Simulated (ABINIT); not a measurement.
# Beyond one shot: AlAs (F-43m), part 3 of 3

How far does self-consistency move the gap of AlAs (F-43m)?

ABINIT 10.8.3; PBE and many-body steps on it, plane waves. Known limits of the many-body steps: not at the basis limit; no spin-orbit coupling; coarse k mesh.

So far. Step 11 (QSGW, cycle 3): Against the cycle before, the gap moves by +0.061 eV.

**14. QSGW, cycle 4**

This step: QSGW on PBE, plane waves, norm-conserving pseudopotentials.

Input file run.abi:

```
acell 3*1.0 Angstrom
rprim 
  0.000000000000 2.830400000000 2.830400000000
  2.830400000000 0.000000000000 2.830400000000
  2.830400000000 2.830400000000 -0.000000000000
ntypat 2
znucl 13 33
natom 2
typat 1 2
xred 
  0.000000000000 0.000000000000 0.000000000000
  0.250000000000 0.250000000000 0.250000000000
pp_dirpath "pseudos"
pseudos "Al.upf, As.upf"
ecut 44
ngkpt 4 4 4
nshiftk 1
shiftk 0 0 0
kptopt 1
chksymbreak 0
istwfk *1
occopt 1
irdwfk 1
optdriver 4
nband 86
gwcalctyp 28
ecutsigx 44
symsigma 0
nkptgw 8
kptgw 
  0.0000000000 0.0000000000 0.0000000000
  0.2500000000 0.0000000000 0.0000000000
  0.5000000000 0.0000000000 0.0000000000
  0.2500000000 0.2500000000 0.0000000000
  0.5000000000 0.2500000000 0.0000000000
  -0.2500000000 0.2500000000 0.0000000000
  0.5000000000 0.5000000000 0.0000000000
  -0.2500000000 0.5000000000 0.2500000000
bdgw 
  11 20
  11 20
  11 20
  11 20
  11 20
  11 20
  11 20
  11 20
ecuteps 5
irdscr 1
ppmodel 1
irdqps 1
rhoqpmix 0.3
indata_prefix "in"
outdata_prefix "out"
tmpdata_prefix "tmp"
```

Command:

```bash
OMP_NUM_THREADS=1 mpirun -n 4 abinit run.abi > log
```

Numbers of over 12 decimals in the logs are rounded to 6 here.

Log:

```text
.Version 10.8.3 of ABINIT. v10.8.2 released Aug 2026.

 Symmetries : space group F-4 3 m (#216); Bravais cF (face-center cubic)
[... echo of the input left out ...]
== DATASET  1 ==================================================================
-   mpi_nproc: 4, omp_nthreads: 1 (-1 if OMP is not activated)

--- !DatasetInfo
iteration_state: {dtset: 1, }
dimensions: {natom: 2, nkpt: 8, mband: 86, nsppol: 1, nspinor: 1, nspden: 1, mpw: 4314, }
cutoff_energies: {ecut:  44.0, pawecutdg:  -1.0, }
[...]
.  kptgw no:  3; Maximum DeltaE = (   0.020   0.001) for band index: 10
[...]
.  kptgw no:  7; Maximum DeltaE = (   0.004   0.000) for band index:  7
.  kptgw no:  8; Maximum DeltaE = (   0.012   0.010) for band index:  9

== END DATASET(S) ==============================================================
================================================================================

 -outvars: echo values of variables after computation  --------
           etotal      0.0000000000E+00
            nband          86
             nkpt           8
          spgroup         216
 [... the other variables as echoed above ...]

 Calculation completed.
```

The job ended after 81 s (4 MPI ranks of Arm Neoverse V2, shared host; peak memory 1.2 GiB; 5.4 min of CPU time).

This step gave:

```
quasiparticle gap on the mesh                         : 2.115 eV
gap of the density functional on the mesh             : 1.436 eV
k of the valence top                                  : 0, 0, 0
k of the conduction bottom                            : 0.5, 0.5, 0
least direct quasiparticle gap on the computed points : 3.046 eV
```

Against the cycle before, the gap moves by +0.027 eV.

**15. Screening, 4×4×4 mesh, 86 bands, screening to 136.1 eV**

This step: RPA screening on PBE, plane waves, norm-conserving pseudopotentials.

Input file run.abi:

```
acell 3*1.0 Angstrom
rprim 
  0.000000000000 2.830400000000 2.830400000000
  2.830400000000 0.000000000000 2.830400000000
  2.830400000000 2.830400000000 -0.000000000000
ntypat 2
znucl 13 33
natom 2
typat 1 2
xred 
  0.000000000000 0.000000000000 0.000000000000
  0.250000000000 0.250000000000 0.250000000000
pp_dirpath "pseudos"
pseudos "Al.upf, As.upf"
ecut 44
ngkpt 4 4 4
nshiftk 1
shiftk 0 0 0
kptopt 1
chksymbreak 0
istwfk *1
occopt 1
irdwfk 1
optdriver 3
nband 86
ecuteps 5
inclvkb 2
awtr 1
symchi 1
gwcalctyp 28
mbpt_sciss 1.004 eV
nqptdm 1
qptdm 
  0 0 0
indata_prefix "in"
outdata_prefix "out"
tmpdata_prefix "tmp"
```

Log:

```text
.Version 10.8.3 of ABINIT. v10.8.2 released Aug 2026.

 Symmetries : space group F-4 3 m (#216); Bravais cF (face-center cubic)
[... echo of the input left out ...]
== DATASET  1 ==================================================================
-   mpi_nproc: 4, omp_nthreads: 1 (-1 if OMP is not activated)

--- !DatasetInfo
iteration_state: {dtset: 1, }
dimensions: {natom: 2, nkpt: 8, mband: 86, nsppol: 1, nspinor: 1, nspden: 1, mpw: 4314, }
cutoff_energies: {ecut:  44.0, pawecutdg:  -1.0, }
[...]
[... chi0 elements left out ...]
 For q-point:  0.000010 0.000020 0.000030
  dielectric constant =  11.4310
  dielectric constant without local fields =  12.6764

  Average fulfillment of the sum rule on Im[epsilon] for q-point    1 :     38.75  [%]
[... wings left out ...]
== END DATASET(S) ==============================================================
================================================================================

 -outvars: echo values of variables after computation  --------
           etotal      0.0000000000E+00
            nband          86
             nkpt           8
          spgroup         216
 [... the other variables as echoed above ...]

 Calculation completed.
```

The job ended after 5.2 s (4 MPI ranks; peak memory 0.56 GiB).

This step gave:

| Quantity | Value |
| --- | --- |
| ε∞ with local fields, on this mesh, along the program's q direction | 11.43 |
| the same without local fields | 12.68 |
| plasma frequency | 28.12 eV |
| plane waves in the screening matrix | 169 |

This screening uses the functional's bands under a rigid shift, the mean opening of the cycle before.

**16. Screening, 4×4×4 mesh, 86 bands, screening to 136.1 eV**

This step: RPA screening on PBE from quasiparticle energies and orbitals, plane waves, norm-conserving pseudopotentials.

Changes to run.abi since step 15:

```diff
@@ -29,7 +29,13 @@
 symchi 1
+irdqps 1
 gwcalctyp 28
-mbpt_sciss 1.004 eV
-nqptdm 1
+nqptdm 7
 qptdm 
-  0 0 0
+  0.2500000000 0.0000000000 0.0000000000
+  0.5000000000 0.0000000000 0.0000000000
+  0.2500000000 0.2500000000 0.0000000000
+  0.5000000000 0.2500000000 0.0000000000
+  -0.2500000000 0.2500000000 0.0000000000
+  0.5000000000 0.5000000000 0.0000000000
+  -0.2500000000 0.5000000000 0.2500000000
 indata_prefix "in"
```

Input file mrgscr.stdin:

```
2
merged
q0_SCR
out_SCR
1
```

Command:

```bash
OMP_NUM_THREADS=1 mpirun -n 4 abinit run.abi > log; mrgscr < mrgscr.stdin
```

Log:

```text
.Version 10.8.3 of ABINIT. v10.8.2 released Aug 2026.

 Symmetries : space group F-4 3 m (#216); Bravais cF (face-center cubic)
[... echo of the input left out ...]
== DATASET  1 ==================================================================
-   mpi_nproc: 4, omp_nthreads: 1 (-1 if OMP is not activated)

--- !DatasetInfo
iteration_state: {dtset: 1, }
dimensions: {natom: 2, nkpt: 8, mband: 86, nsppol: 1, nspinor: 1, nspden: 1, mpw: 4314, }
cutoff_energies: {ecut:  44.0, pawecutdg:  -1.0, }
[...]
q-point number  1        q = ( 0.250000, 0.000000, 0.000000) [r.l.u.]
--------------------------------------------------------------------------------
[... chi0 elements left out ...]
  Average fulfillment of the sum rule on Im[epsilon] for q-point    2 :     45.83  [%]

--------------------------------------------------------------------------------
  q-point number  2        q = ( 0.500000, 0.000000, 0.000000) [r.l.u.]
--------------------------------------------------------------------------------
[... chi0 elements left out ...]
  Average fulfillment of the sum rule on Im[epsilon] for q-point    3 :     42.47  [%]

 [... 5 further q-points ...]
```

Elapsed: 16 s, on 4 MPI ranks; peak memory 0.77 GiB; 63 s of CPU time.

Numbers from this step:

```
plasma frequency                    : 28.12 eV
plane waves in the screening matrix : 169
```

This screening reads the quasiparticle levels of the cycle before.

**17. QSGW, cycle 5**

This step: QSGW on PBE, plane waves, norm-conserving pseudopotentials.

Changes to run.abi since step 16:

```diff
@@ -23,12 +23,10 @@
 irdwfk 1
-optdriver 3
+optdriver 4
 nband 86
-ecuteps 5
-inclvkb 2
-awtr 1
-symchi 1
-irdqps 1
 gwcalctyp 28
-nqptdm 7
-qptdm 
+ecutsigx 44
+symsigma 0
+nkptgw 8
+kptgw 
+  0.0000000000 0.0000000000 0.0000000000
   0.2500000000 0.0000000000 0.0000000000
@@ -40,2 +38,16 @@
   -0.2500000000 0.5000000000 0.2500000000
+bdgw 
+  11 20
+  11 20
+  11 20
+  11 20
+  11 20
+  11 20
+  11 20
+  11 20
+ecuteps 5
+irdscr 1
+ppmodel 1
+irdqps 1
+rhoqpmix 0.3
 indata_prefix "in"
```

Command:

```bash
OMP_NUM_THREADS=1 mpirun -n 4 abinit run.abi > log
```

Log:

```text
.Version 10.8.3 of ABINIT. v10.8.2 released Aug 2026.

 Symmetries : space group F-4 3 m (#216); Bravais cF (face-center cubic)
[... echo of the input left out ...]
== DATASET  1 ==================================================================
-   mpi_nproc: 4, omp_nthreads: 1 (-1 if OMP is not activated)

--- !DatasetInfo
iteration_state: {dtset: 1, }
dimensions: {natom: 2, nkpt: 8, mband: 86, nsppol: 1, nspinor: 1, nspden: 1, mpw: 4314, }
cutoff_energies: {ecut:  44.0, pawecutdg:  -1.0, }
[...]
.  kptgw no:  3; Maximum DeltaE = (   0.005   0.000) for band index:  9
[...]
.  kptgw no:  7; Maximum DeltaE = (   0.001  -0.006) for band index: 10
.  kptgw no:  8; Maximum DeltaE = (   0.013   0.004) for band index:  9

== END DATASET(S) ==============================================================
================================================================================

 -outvars: echo values of variables after computation  --------
           etotal      0.0000000000E+00
            nband          86
             nkpt           8
          spgroup         216
 [... the other variables as echoed above ...]

 Calculation completed.
```

Run time: 81 s. Hardware: 4 MPI ranks; peak memory 1.2 GiB.

This step gave:

| Property | Result |
| --- | --- |
| quasiparticle gap on the mesh | 2.128 eV |
| gap of the density functional on the mesh | 1.436 eV |
| k of the valence top | 0, 0, 0 |
| k of the conduction bottom | 0.5, 0.5, 0 |
| least direct quasiparticle gap on the computed points | 3.058 eV |

Against the cycle before, the gap moves by +0.013 eV.

**18. The runs together**

Times are wall times on 4 MPI ranks of Arm Neoverse V2, shared host, good to a factor of about two. A run's time includes the screening step that it read.

```tsv
run	mesh	bands	screening cutoff (eV)	DFT gap (eV)	gap on the mesh (eV)	direct (eV)	ε∞ used	time
G0W0	4×4×4	86	136.1	1.436	1.863	2.769	14.21	25 s
QSGW, cycle 1	4×4×4	86	136.1	1.436	1.983	2.964	14.21	100 s
QSGW, cycle 2	4×4×4	86	136.1	1.436	2.027	2.978	11.64	1.7 min
QSGW, cycle 3	4×4×4	86	136.1	1.436	2.088	3.024	11.57	1.7 min
QSGW, cycle 4	4×4×4	86	136.1	1.436	2.115	3.046	11.48	1.7 min
QSGW, cycle 5	4×4×4	86	136.1	1.436	2.128	3.058	11.43	1.7 min
```

**19. Summary of results**

| Property | Result |
| --- | --- |
| G0W0 | 1.863 eV |
| QSGW, cycle 1 | 1.983 eV |
| QSGW, cycle 2 | 2.027 eV |
| QSGW, cycle 3 | 2.088 eV |
| QSGW, cycle 4 | 2.115 eV |
| QSGW, cycle 5 | 2.128 eV |
| known limits | not at the basis limit; no spin-orbit coupling; coarse k mesh |

Only the bands that the input lists are updated; the others, empty or deep, keep the functional's energies or take a rigid shift. QSGW ends at 2.13 eV, +0.26 eV from G0W0, after 5 cycles that took 8.2 min beside the first screening; the last moved the gap by 0.013 eV. Against experiment, by QSGW, cycle 5: the direct gap of 3.06 eV lies +0.04 eV from the measured 3.018 eV (direct, 300 K, quoted 2023). An exciton line or allowed optical edge lies below the quasiparticle gap by the binding energy; a forbidden edge can push the onset above it. These are gaps on the mesh, at modest bands and cutoff. The calculation has static nuclei and no excitons; a measured gap holds zero-point and thermal motion, which mostly lowers it. Bands and cutoff are finite, so the gap is not at the basis limit. The miss can reach some tenths of an eV and take either sign; the mesh is an error of its own. The 4×4×4 mesh is coarse for this cell, which bears on the long-range parts of exchange and screening. In the updated screening the q = 0 part is built from Kohn-Sham bands under a rigid shift, the other q from the quasiparticle levels. The many-body steps are scalar-relativistic: spin-orbit coupling is not in them.

[Paths, hosts, dates, memory and timing lines, banners, echoed tables and standing remarks are left out of the program output.]

[Logs are printed without paths, hosts, clocks, repeated set-up lines and the standing remarks that a program may print on its own settings, such as how far it seeks lower states.]

[Runs of the session that timed out or met a known fault of the program may be left out.]

[Hosts, paths, dates, database ids (printed as entryN), source tags and the programs' standing remarks are cut or masked in the printed files.]

[G0W0 gaps are taken among the corrected bands and points alone; a level outside them can change the order at an edge.]

[Where Ansatz stands beside ABINIT at settings called matched, ABINIT's density can come from a denser mesh and the files from another edition; pairs whose starting gaps differed by over 0.03 eV were left out, so agreement reads better than it is.]
